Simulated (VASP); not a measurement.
These are PBE GGA, VASP's PBE PAW potentials (set 64) (plane waves; VASP) values and carry that method's errors.

A VASP calculation is set up with these files.

### INCAR
```
SYSTEM = Li3N
PREC = Accurate; ENCUT = 400; LREAL = .FALSE.
LASPH = .TRUE.
EDIFF = 1E-6; NELM = 100; ALGO = Normal
ISMEAR = 0; SIGMA = 0.01
GGA = PE
ISIF = 2
LWAVE = .FALSE.; LCHARG = .FALSE.
```

**KPOINTS**
```
kpoints
0
Gamma
 25 25 21
0.5 0.5 0.5
```

POSCAR:
```
Li3N
1
    3.6285010000     0.0000000000     0.0000000000
   -1.8142500000     3.1423740000     0.0000000000
    0.0000000000     0.0000000000     3.8746840000
Li N
3 1
Direct
  0.0000000000   0.0000000000   0.5000000000
  0.3333330000   0.6666670000   0.0000000000
  0.6666670000   0.3333330000   0.0000000000
  0.0000000000   0.0000000000   0.0000000000
```

POTCAR, in this order: Li_sv N (PBE.64 set). Program: vasp_std.

The run wrote:

### OUTCAR
```
 ion  position               nearest neighbor table
   1  0.000  0.000  0.500-   4 1.94   4 1.94
   2  0.333  0.667  0.000-   4 2.09   3 2.09   3 2.09   4 2.09   4 2.09   3 2.09
   3  0.667  0.333  0.000-   4 2.09   2 2.09   2 2.09   4 2.09   4 2.09   2 2.09
   4  0.000  0.000  0.000-   1 1.94   1 1.94   3 2.09   2 2.09   2 2.09   3 2.09   3 2.09   2 2.09
  LATTYP: Found a hexagonal cell.
 ALAT       =     3.6285010000
 C/A-ratio  =     1.0678470255
 Subroutine PRICEL returns:
 Original cell was already a primitive cell.
 Subroutine GETGRP returns: Found 24 space group operations
The static configuration has the point symmetry D_6h.
The dynamic configuration has the point symmetry D_6h.
 Subroutine INISYM returns: Found 24 space group operations
 Subroutine IBZKPT returns following result:
 Found   1859 irreducible k-points:

 Following reciprocal coordinates:
            Coordinates               Weight
  0.020000  0.020000  0.023810     12.000000
  0.060000  0.020000  0.023810     24.000000
  0.100000  0.020000  0.023810     24.000000
  0.140000  0.020000  0.023810     24.000000
  0.180000  0.020000  0.023810     24.000000
  0.220000  0.020000  0.023810     24.000000
...
```

### OSZICAR
```
       N       E                     dE             d eps       ncg     rms          rms(c)
DAV:   1     0.508136681400E+02    0.50814E+02   -0.59008E+03 41010   0.115E+03
DAV:   2    -0.116335730144E+02   -0.62447E+02   -0.58312E+02 55225   0.228E+02
DAV:   3    -0.191964861374E+02   -0.75629E+01   -0.75296E+01 64923   0.719E+01
DAV:   4    -0.198901426500E+02   -0.69366E+00   -0.69304E+00 61938   0.181E+01
DAV:   5    -0.198995739285E+02   -0.94313E-02   -0.94309E-02 56539   0.253E+00    0.991E+00
DAV:   6    -0.158984523653E+02    0.40011E+01   -0.25399E+01 45187   0.228E+01    0.459E+00
DAV:   7    -0.157423749396E+02    0.15608E+00   -0.16076E+00 56500   0.744E+00    0.232E+00
DAV:   8    -0.156630780354E+02    0.79297E-01   -0.36207E-01 49193   0.469E+00    0.116E+00
DAV:   9    -0.156537996204E+02    0.92784E-02   -0.48132E-02 51701   0.138E+00    0.363E-01
DAV:  10    -0.156549171239E+02   -0.11175E-02   -0.43597E-03 50587   0.374E-01    0.903E-02
DAV:  11    -0.156546791447E+02    0.23798E-03   -0.18684E-03 53512   0.195E-01    0.313E-02
DAV:  12    -0.156546914571E+02   -0.12312E-04   -0.15127E-04 52383   0.752E-02    0.157E-02
DAV:  13    -0.156546856490E+02    0.58081E-05   -0.32676E-05 54733   0.324E-02    0.147E-03
DAV:  14    -0.156546857297E+02   -0.80662E-07   -0.17084E-06 45436   0.947E-03
   1 F= -.15654686E+02 E0= -.15654686E+02  d E =-.264028E-17
```

**OUTCAR**
```
------------------------ aborting loop because EDIFF is reached ----------------------------------------
  FORCE on cell =-STRESS in cart. coord.  units (eV):
  Direction    XX          YY          ZZ          XY          YZ          ZX
  --------------------------------------------------------------------------------------
  Total       -1.6436011     -1.6436010     -1.8562822     -0.0000003      0.0000000     -0.0000000
  in kB      -59.6053982    -59.6053965    -67.3183055     -0.0000095      0.0000000     -0.0000000
  external PRESSURE =     -62.1763667 kB  Pullay stress =       0.0000000 kB
  volume of cell :       44.18
      direct lattice vectors                 reciprocal lattice vectors
     3.628501000  0.000000000  0.000000000     0.275595900  0.159115326  0.000000000
    -1.814250000  3.142374000  0.000000000     0.000000000  0.318230739  0.000000000
     0.000000000  0.000000000  3.874684000     0.000000000  0.000000000  0.258085563
 POSITION                                       TOTAL-FORCE (eV/Angst)
 -----------------------------------------------------------------------------------
      0.00000      0.00000      1.93734         0.000000     -0.000000      0.000000
     -0.00000      2.09492      0.00000        -0.000000      0.000000      0.000000
      1.81425      1.04746      0.00000         0.000000     -0.000000      0.000000
      0.00000      0.00000      0.00000         0.000000     -0.000000      0.000000
 -----------------------------------------------------------------------------------
    total drift:                                0.000000     -0.000000      0.000000
  FREE ENERGIE OF THE ION-ELECTRON SYSTEM (eV)
  ---------------------------------------------------
  free  energy   TOTEN  =       -15.6546857297 eV

  energy  without entropy=      -15.6546857297  energy(sigma->0) =      -15.65468573
```
(Selected blocks of OUTCAR.)

At this cut-off the stress carries a Pulay error, which pulls relaxed volumes low.

The structure comes from a computed database's Li3N entry; how it stands against other phases isn't given here. The cell was not relaxed at this level. The run is one of a series of settings (KPOINTS 25×25×21 Γ-centred mesh shifted by (0.5, 0.5, 0.5) against the base run), some of them coarse on purpose.
